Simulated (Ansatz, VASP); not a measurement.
**One calculation of Mg, two programs**

```
CELL_PARAMETERS angstrom
3.17688 0.00000 0.00000
-1.58844 2.75126 0.00000
0.00000 0.00000 5.15767
ATOMIC_POSITIONS crystal
Mg 0.33333 0.66667 0.25000
Mg 0.66667 0.33333 0.75000
```

Alike in both runs: task relaxation of cell and atoms; functional LDA; k mesh 12 × 12 × 7; occupations fermi-dirac, width 0.05 eV; no spin polarisation.

|  | VASP | Ansatz |
| --- | --- | --- |
| version | VASP 6.6.1 | Ansatz 0.2.0 |
| potentials or method | VASP PAW LDA potentials, release 64 (Mg), cutoff 600 eV | all-electron LAPW, scalar-relativistic |

VASP gave:

- gap on the k mesh at the Fermi level, each at its own relaxed structure (eV): none
- relaxed volume (Å³/atom): 21.42
- relaxed cell length with the largest relative difference (Å): 3.140
- energy change over the relaxation (meV/atom): -8

Q: Estimate Ansatz's values.

A: gap on the k mesh at the Fermi level, each at its own relaxed structure (eV): none; relaxed volume (Å³/atom): 21.59; relaxed cell length with the largest relative difference (Å): 3.148; energy change over the relaxation (meV/atom): -5.

A gap of «none» marks a metal or a gap that the smearing closes. Ansatz ran all-electron here, so the differences hold the error of VASP's frozen core and of both bases.

LDA usually gives volumes a few per cent too small. Zero-point motion and thermal expansion aren't in these numbers.
